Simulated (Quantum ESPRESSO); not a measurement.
# BN (P6_3/mmc): modes at Γ and the response to a field, part 2 of 3

Which modes does BN (P6_3/mmc) have at the zone centre?

Quantum ESPRESSO 7.5; DFT LDA, scalar-relativistic, plane waves, PseudoDojo norm-conserving pseudopotentials.

So far. Step 2 (A probe with smearing): A gap of 4.3 eV opens on this mesh, so the crystal is taken as an insulator; the start stands at -2.9 GPa. Step 4 (Self-consistent run for the response): The cell stands at -0.0057 GPa, close enough for phonons. The relaxed cell has a = 2.489, c = 6.481 Å (conventional setting).

The database entry behind the starting cell differs from later determinations by our own check (about 0.3 % short, minor phase), so it need not match the best structure at ambient conditions.

## 5. Linear response at Γ

At q = 0 one unit cell holds all displacements; symmetry groups them into irreducible representations that are solved one by one. The response to a field gives ε∞ and the Born charges, which polar modes need.

Input file ph.in:

```
phonons
&inputph
   prefix = 'x'
   outdir = './tmp'
   fildyn = 'g.dyn'
   tr2_ph = 1.0d-18
   epsil = .true.
/
0.000000000000 0.000000000000 0.000000000000
```

Launch:

```console
> OMP_NUM_THREADS=1 mpirun -n 4 ph.x -nk 4 -in ph.in > ph.out
```

Output:

```text
[banners, grids, parts of the stress and lines that vanish by symmetry left out]
[banner, memory and clock lines left out]
Program PHONON v.7.5

     ./tmp/x.save/

     IMPORTANT: XC functional enforced from input :
     Exchange-correlation= PW
                           (   1   4   0   0   0   0   0)
     Any further DFT definition will be discarded
     Please, verify this is what you really want

     G-vector sticks info

     Reading collected, re-writing distributed wavefunctions in ./tmp/

     Number and degeneracy of irreps per q-point
       N         xq(1)         xq(2)         xq(3)   N irreps
       1   0.000000000   0.000000000   0.000000000       8
        1   1   2   2   1   1   2   2

     Calculation of q =    0.0000000   0.0000000   0.0000000

     phonons

     bravais-lattice index     =            4
     lattice parameter (alat)  =       4.7037  a.u.
     unit-cell volume          =     234.6676 (a.u.)^3
     number of atoms/cell      =            4
     number of atomic types    =            2
     kinetic-energy cut-off    =      84.0000  Ry
     charge density cut-off    =     336.0000  Ry
     convergence threshold     =      1.0E-18
     beta                      =       0.7000
     number of iterations used =            4
     Exchange-correlation= PW
                           (   1   4   0   0   0   0   0)

     celldm(1)=    4.70366  celldm(2)=    0.00000  celldm(3)=    2.60384
     celldm(4)=    0.00000  celldm(5)=    0.00000  celldm(6)=    0.00000

     crystal axes: (cart. coord. in units of alat)
               a(1) = (  1.0000  0.0000  0.0000 )
               a(2) = ( -0.5000  0.8660  0.0000 )
               a(3) = (  0.0000  0.0000  2.6038 )

     reciprocal axes: (cart. coord. in units 2 pi/alat)
               b(1) = (  1.0000  0.5774 -0.0000 )
               b(2) = (  0.0000  1.1547  0.0000 )
               b(3) = (  0.0000 -0.0000  0.3840 )

     Atoms inside the unit cell:

     Cartesian axes

     site n.  atom      mass           positions (alat units)
        1  B      10.8100   tau(    1) = (   -0.00000    0.57735    0.65096  )
        2  B      10.8100   tau(    2) = (    0.50000    0.28868    1.95288  )
        3  N      14.0070   tau(    3) = (   -0.00000    0.57735    1.95288  )
        4  N      14.0070   tau(    4) = (    0.50000    0.28868    0.65096  )

     Computing dynamical matrix for
                    q = (   0.0000000   0.0000000   0.0000000 )

     25 Sym.Ops. (with q -> -q+G )

     G cutoff =  188.3008  (  24377 G-vectors)     FFT grid: ( 27, 27, 72)
     number of k points=    36
                       cart. coord. in units 2pi/alat
        k(    1) = (   0.0000000   0.0000000   0.0000000), wk =   0.0061728
        k(    2) = (   0.0000000   0.0000000   0.0960122), wk =   0.0123457
        k(    3) = (   0.0000000   0.0000000  -0.1920244), wk =   0.0061728
        [... further k-points left out ...]

     PseudoPot. # 1 for B  read from file:
     ./pseudo/B.upf
     Pseudo is Norm-conserving + core correction, Zval =  3.0
     Using radial grid of 1498 points,  4 beta functions with:
                l(1) =   0
                l(2) =   0
                l(3) =   1
                l(4) =   1

     PseudoPot. # 2 for N  read from file:
     ./pseudo/N.upf
     Pseudo is Norm-conserving + core correction, Zval =  5.0
     Using radial grid of 1058 points,  4 beta functions with:
                l(1) =   0
                l(2) =   0
                l(3) =   1
                l(4) =   1

     Mode symmetry, D_6h(6/mmm) point group:

     Electric field:
     Dielectric constant
     Born effective charges as d Force / d E

     Atomic displacements:
     There are    8 irreducible representations

     Representation     1      1 modes -  To be done

     Representation     2      1 modes -  To be done

     Representation     3      2 modes -  To be done

     Representation     4      2 modes -  To be done

     Representation     5      1 modes -  To be done

     Representation     6      1 modes -  To be done

     Representation     7      2 modes -  To be done

     Representation     8      2 modes -  To be done

     Alpha used in Ewald sum =   2.8000

     Electric Fields Calculation

      iter #   1   av.it.:   6.6
      thresh= 1.000E-02 alpha_mix =  0.700 |ddv_scf|^2 =  5.056E-07

      iter #   2   av.it.:  10.6
      thresh= 7.110E-05 alpha_mix =  0.700 |ddv_scf|^2 =  2.053E-08

      iter #   3   av.it.:   9.9
      thresh= 1.433E-05 alpha_mix =  0.700 |ddv_scf|^2 =  1.140E-10

      iter #   4   av.it.:  11.2
      thresh= 1.068E-06 alpha_mix =  0.700 |ddv_scf|^2 =  3.915E-12

      iter #   5   av.it.:  10.9
      thresh= 1.979E-07 alpha_mix =  0.700 |ddv_scf|^2 =  2.625E-14

      iter #   6   av.it.:  11.5
      thresh= 1.620E-08 alpha_mix =  0.700 |ddv_scf|^2 =  6.240E-16

      iter #   7   av.it.:  11.9
      thresh= 2.498E-09 alpha_mix =  0.700 |ddv_scf|^2 =  2.727E-18

      iter #   8   av.it.:  11.8
      thresh= 1.651E-10 alpha_mix =  0.700 |ddv_scf|^2 =  2.406E-20

     End of electric fields calculation

          Dielectric constant in cartesian axis

          (       4.846418640      -0.000000000      -0.000000000 )
          (      -0.000000000       4.846418640       0.000000000 )
          (       0.000000000       0.000000000       2.847683523 )

          Effective charges (d Force / dE) in cartesian axis without acoustic sum rule applied (asr)

           atom    1  B     Mean Z*:        2.07132
      Ex  (        2.69737        0.00000       -0.00000 )
      Ey  (       -0.00000        2.69737       -0.00000 )
      Ez  (       -0.00000        0.00000        0.81922 )
           atom    2  B     Mean Z*:        2.07132
      Ex  (        2.69737        0.00000       -0.00000 )
      Ey  (        0.00000        2.69737       -0.00000 )
      Ez  (        0.00000        0.00000        0.81922 )
           atom    3  N     Mean Z*:       -2.07126
      Ex  (       -2.69740       -0.00000       -0.00000 )
      Ey  (       -0.00000       -2.69740        0.00000 )
      Ez  (        0.00000       -0.00000       -0.81898 )
           atom    4  N     Mean Z*:       -2.07126
      Ex  (       -2.69740        0.00000       -0.00000 )
      Ey  (       -0.00000       -2.69740        0.00000 )
      Ez  (        0.00000       -0.00000       -0.81898 )

          Effective charges Sum: Mean:        0.00013
             -0.00005       -0.00000        0.00000
             -0.00000       -0.00005       -0.00000
             -0.00000        0.00000        0.00048

          Effective charges (d Force / dE) in cartesian axis with asr applied:
           atom    1  B     Mean Z*:        2.07129
      E*x (        2.69738        0.00000        0.00000 )
      E*y (        0.00000        2.69738       -0.00000 )
      E*z (       -0.00000        0.00000        0.81910 )
           atom    2  B     Mean Z*:        2.07129
      E*x (        2.69738        0.00000        0.00000 )
      E*y (        0.00000        2.69738       -0.00000 )
      E*z (       -0.00000        0.00000        0.81910 )
           atom    3  N     Mean Z*:       -2.07129
      E*x (       -2.69738       -0.00000       -0.00000 )
      E*y (       -0.00000       -2.69738        0.00000 )
      E*z (        0.00000       -0.00000       -0.81910 )
           atom    4  N     Mean Z*:       -2.07129
      E*x (       -2.69738        0.00000       -0.00000 )
      E*y (       -0.00000       -2.69738        0.00000 )
      E*z (        0.00000       -0.00000       -0.81910 )

     Representation #   1 mode #   1

     Self-consistent Calculation

      iter #   1   av.it.:   6.2
      thresh= 1.000E-02 alpha_mix =  0.700 |ddv_scf|^2 =  3.222E-05

      iter #   2   av.it.:   9.5
      thresh= 5.676E-04 alpha_mix =  0.700 |ddv_scf|^2 =  3.781E-05

      iter #   3   av.it.:   8.8
      thresh= 6.149E-04 alpha_mix =  0.700 |ddv_scf|^2 =  4.974E-10

      iter #   4   av.it.:   9.4
      thresh= 2.230E-06 alpha_mix =  0.700 |ddv_scf|^2 =  1.454E-11

      iter #   5   av.it.:   9.6
      thresh= 3.813E-07 alpha_mix =  0.700 |ddv_scf|^2 =  1.211E-13

      iter #   6   av.it.:   9.2
      thresh= 3.480E-08 alpha_mix =  0.700 |ddv_scf|^2 =  3.460E-16

[...]
End of self-consistent calculation

     Convergence has been achieved

     Representation #   2 mode #   2

     Self-consistent Calculation

[...]
End of self-consistent calculation

     Convergence has been achieved

     Representation #   3 modes #   3   4

     Self-consistent Calculation

[...]
End of self-consistent calculation

     Convergence has been achieved

     Representation #   4 modes #   5   6

     Self-consistent Calculation

[...]
End of self-consistent calculation

     Convergence has been achieved

     Representation #   5 mode #   7

     Self-consistent Calculation

[...]
End of self-consistent calculation

     Convergence has been achieved

     Representation #   6 mode #   8

     Self-consistent Calculation

[...]
End of self-consistent calculation

     Convergence has been achieved

     Representation #   7 modes #   9  10

     Self-consistent Calculation

[...]
iter #   7   av.it.:  11.2
      thresh= 1.494E-10 alpha_mix =  0.700 |ddv_scf|^2 =  1.606E-19

     End of self-consistent calculation

     Convergence has been achieved

     Representation #   8 modes #  11  12

     Self-consistent Calculation

      iter #   1   av.it.:   5.7
      thresh= 1.000E-02 alpha_mix =  0.700 |ddv_scf|^2 =  1.722E-08

      iter #   2   av.it.:  11.2
      thresh= 1.312E-05 alpha_mix =  0.700 |ddv_scf|^2 =  2.085E-10

      iter #   3   av.it.:  11.0
      thresh= 1.444E-06 alpha_mix =  0.700 |ddv_scf|^2 =  7.709E-12

      iter #   4   av.it.:  11.0
      thresh= 2.777E-07 alpha_mix =  0.700 |ddv_scf|^2 =  1.484E-13

      iter #   5   av.it.:  10.8
      thresh= 3.852E-08 alpha_mix =  0.700 |ddv_scf|^2 =  2.510E-16

      iter #   6   av.it.:  11.5
      thresh= 1.584E-09 alpha_mix =  0.700 |ddv_scf|^2 =  5.967E-19

     End of self-consistent calculation

     Convergence has been achieved

     Number of q in the star =    1
     List of q in the star:
          1   0.000000000   0.000000000   0.000000000

          Dielectric constant in cartesian axis

          (       4.846418640      -0.000000000      -0.000000000 )
          (      -0.000000000       4.846418640       0.000000000 )
          (       0.000000000       0.000000000       2.847683523 )

          Effective charges (d Force / dE) in cartesian axis without acoustic sum rule applied (asr)

           atom    1  B     Mean Z*:        2.07132
      Ex  (        2.69737        0.00000       -0.00000 )
      Ey  (       -0.00000        2.69737       -0.00000 )
      Ez  (       -0.00000        0.00000        0.81922 )
           atom    2  B     Mean Z*:        2.07132
      Ex  (        2.69737        0.00000       -0.00000 )
      Ey  (        0.00000        2.69737       -0.00000 )
      Ez  (        0.00000        0.00000        0.81922 )
           atom    3  N     Mean Z*:       -2.07126
      Ex  (       -2.69740       -0.00000       -0.00000 )
      Ey  (       -0.00000       -2.69740        0.00000 )
      Ez  (        0.00000       -0.00000       -0.81898 )
           atom    4  N     Mean Z*:       -2.07126
      Ex  (       -2.69740        0.00000       -0.00000 )
      Ey  (       -0.00000       -2.69740        0.00000 )
      Ez  (        0.00000       -0.00000       -0.81898 )

          Effective charges Sum: Mean:        0.00013
             -0.00005       -0.00000        0.00000
             -0.00000       -0.00005       -0.00000
             -0.00000        0.00000        0.00048

          Effective charges (d Force / dE) in cartesian axis with asr applied:
           atom    1  B     Mean Z*:        2.07129
      E*x (        2.69738        0.00000        0.00000 )
      E*y (        0.00000        2.69738       -0.00000 )
      E*z (       -0.00000        0.00000        0.81910 )
           atom    2  B     Mean Z*:        2.07129
      E*x (        2.69738        0.00000        0.00000 )
      E*y (        0.00000        2.69738       -0.00000 )
      E*z (       -0.00000        0.00000        0.81910 )
           atom    3  N     Mean Z*:       -2.07129
      E*x (       -2.69738       -0.00000       -0.00000 )
      E*y (       -0.00000       -2.69738        0.00000 )
      E*z (        0.00000       -0.00000       -0.81910 )
           atom    4  N     Mean Z*:       -2.07129
      E*x (       -2.69738        0.00000       -0.00000 )
      E*y (       -0.00000       -2.69738        0.00000 )
      E*z (        0.00000       -0.00000       -0.81910 )

     Diagonalizing the dynamical matrix

     q = (    0.000000000   0.000000000   0.000000000 )

 **************************************************************************
     freq (    1) =      -0.077425 [THz] =      -2.582612 [cm-1]
     freq (    2) =      -0.077425 [THz] =      -2.582612 [cm-1]
     freq (    3) =      -0.057976 [THz] =      -1.933876 [cm-1]
     freq (    4) =       1.513631 [THz] =      50.489295 [cm-1]
     freq (    5) =       1.513631 [THz] =      50.489295 [cm-1]
     freq (    6) =       3.425717 [THz] =     114.269612 [cm-1]
     freq (    7) =      22.669828 [THz] =     756.184068 [cm-1]
     freq (    8) =      24.503071 [THz] =     817.334479 [cm-1]
     freq (    9) =      41.551157 [THz] =    1385.997417 [cm-1]
     freq (   10) =      41.551157 [THz] =    1385.997417 [cm-1]
     freq (   11) =      41.552083 [THz] =    1386.028300 [cm-1]
     freq (   12) =      41.552083 [THz] =    1386.028300 [cm-1]
 **************************************************************************

     Mode symmetry, D_6h(6/mmm) point group:

     freq (   1-   2) =         -2.6  [cm-1]   --> E_1u            I
     freq (   3-   3) =         -1.9  [cm-1]   --> A_2u            I
     freq (   4-   5) =         50.5  [cm-1]   --> E_2g            R
     freq (   6-   6) =        114.3  [cm-1]   --> B_1g
     freq (   7-   7) =        756.2  [cm-1]   --> A_2u            I
     freq (   8-   8) =        817.3  [cm-1]   --> B_1g
     freq (   9-  10) =       1386.0  [cm-1]   --> E_2g            R
     freq (  11-  12) =       1386.0  [cm-1]   --> E_1u            I
```

The job ended after 4.4 min (4 MPI ranks of AMD EPYC (Zen 3), shared host).

Numbers from this step:

```
miss of the charge sum rule                                       : 4.80e-4 e
largest acoustic frequency at the zone centre before the sum rule : -2.58 cm⁻¹
highest optical zone-centre mode (no LO-TO term)                  : 1386 cm⁻¹
lowest optical zone-centre mode                                   : 50.49 cm⁻¹
mean high-frequency dielectric constant                           : 4.180
largest Born charge in size (third of the trace)                  : 2.071 e
```

Born charge (rows field, columns displacement), before the sum rule (e), principal values of the symmetric part by kind of site:

| atom | atoms with these values | low | middle | high | mean |
| --- | --- | --- | --- | --- | --- |
| B1 | 2 | 0.82 | 2.70 | 2.70 | 2.07 |
| N3 | 2 | -2.70 | -2.70 | -0.82 | -2.07 |

In full for N3:

```
-2.70  0.00  0.00
 0.00 -2.70  0.00
 0.00  0.00 -0.82
```

High-frequency dielectric tensor:

```
4.85 0.00 0.00
0.00 4.85 0.00
0.00 0.00 2.85
```

The acoustic modes at Γ come out as far as 2.6 cm⁻¹ from zero, where they should vanish, a small numerical error; the Born charges miss their sum rule by 4.8e-4 e, which is good.

## 6. Modes with the sum rule

A rigid shift of the crystal must cost nothing, but grids and finite bases break this; the acoustic sum rule is imposed before the matrix is diagonalised again. With Born charges the intensities follow, and the static dielectric tensor.

Input file dynmat.in:

```
&input
   fildyn = 'g.dyn'
   asr = 'crystal'
   fileig = 'dynmat.eig'
   lperm = .true.
/
```

Launch:

```console
> dynmat.x -in dynmat.in > dynmat.out
```

Output:

```text
[banner, memory and clock lines left out]
Program DYNMAT v.7.5

     Reading Dynamical Matrix from file g.dyn
     ...Force constants read
     ...epsilon and Z* read
     Acoustic Sum Rule: || Z*(ASR) - Z*(orig)|| =    2.438024E-04
     Acoustic Sum Rule: ||dyn(ASR) - dyn(orig)||=    1.465058E-05
     A direction for q was not specified:TO-LO splitting will be absent

     Polarizability (A^3 units)
     multiply by 0.485423 for Clausius-Mossotti correction
        10.643960   -0.000000    0.000000
        -0.000000   10.643960    0.000000
        -0.000000    0.000000    5.112982

     IR activities are in (D/A)^2/amu units

# mode   [cm-1]    [THz]      IR
    1     -0.00   -0.0000    0.0000
    2      0.00    0.0000    0.0000
    3      0.00    0.0000    0.0000
    4     50.49    1.5136    0.0000
    5     50.49    1.5136    0.0000
    6    114.27    3.4257    0.0000
    7    756.18   22.6698    5.0740
    8    817.33   24.5031    0.0000
    9   1386.00   41.5512    0.0000
   10   1386.00   41.5512    0.0000
   11   1386.03   41.5521   55.0253
   12   1386.03   41.5521   55.0253

Electronic dielectric permittivity tensor (relative, adimensional)
         4.846419   -0.000000    0.000000
        -0.000000    4.846419    0.000000
        -0.000000    0.000000    2.847684

 ... with zone-center polar mode contributions
         6.603191   -0.000000   -0.000000
        -0.000000    6.603191    0.000000
        -0.000000    0.000000    3.391930

[end of the log left out, with the tail of the file of modes that dynmat.x writes under the same name]
```

The job ended after 0.78 s (1 thread).

This step gave:

| Property | Result |
| --- | --- |
| mean static dielectric constant | 5.533 |

Unit eigenvectors of the mass-weighted matrix after the sum rule; no LO-TO term. The modes at Γ (shares of kinetic energy by element, %):

| mode | frequency (cm⁻¹) | B % | N % |
| --- | --- | --- | --- |
| 1 | 0.0 | 44 | 56 |
| 2 | 0.0 | 44 | 56 |
| 3 | 0.0 | 44 | 56 |
| 4 | 50.5 | 44 | 56 |
| 5 | 50.5 | 44 | 56 |
| 6 | 114.3 | 44 | 56 |
| 7 | 756.2 | 56 | 44 |
| 8 | 817.3 | 56 | 44 |
| 9 | 1386.0 | 56 | 44 |
| 10 | 1386.0 | 56 | 44 |
| 11 | 1386.0 | 56 | 44 |
| 12 | 1386.0 | 56 | 44 |

Displacements in mode 5 (50.5 cm⁻¹), the largest set to 1:
```
B1  -0.56 -1.00  0.00
B2   0.56  1.00  0.00
N3   0.56  1.00  0.00
N4  -0.56 -1.00  0.00
```

Displacements in mode 6 (114.3 cm⁻¹), the largest set to 1:
```
B1   0.00  0.00 -1.00
B2   0.00  0.00  1.00
N3   0.00  0.00  0.99
N4   0.00  0.00 -0.99
```

Degenerate modes summed, no LO-TO term. Infrared lines, with heights relative to the strongest:

| position (cm⁻¹) | lines merged | IR intensity, relative |
| --- | --- | --- |
| 50 | 2 | 0.0 |
| 114 | 1 | 0.0 |
| 756 | 1 | 4.6 |
| 817 | 1 | 0.0 |
| 1386 | 4 | 100 |

Static dielectric tensor (ions relaxed, fixed cell):

```
6.60 0.00 0.00
0.00 6.60 0.00
0.00 0.00 3.39
```

The rule moves no optical mode by more than 0.1 cm⁻¹.

(Continued in part 3 of 3.)

[Host names and launcher messages were left out of these logs when they were recorded.]

[Logs are printed without paths, hosts, clocks, repeated set-up lines and the standing remarks that a program may print on its own settings, such as how far it seeks lower states.]

[Hosts, paths, dates, database ids (printed as entryN), source tags and the programs' standing remarks are cut or masked in the printed files.]
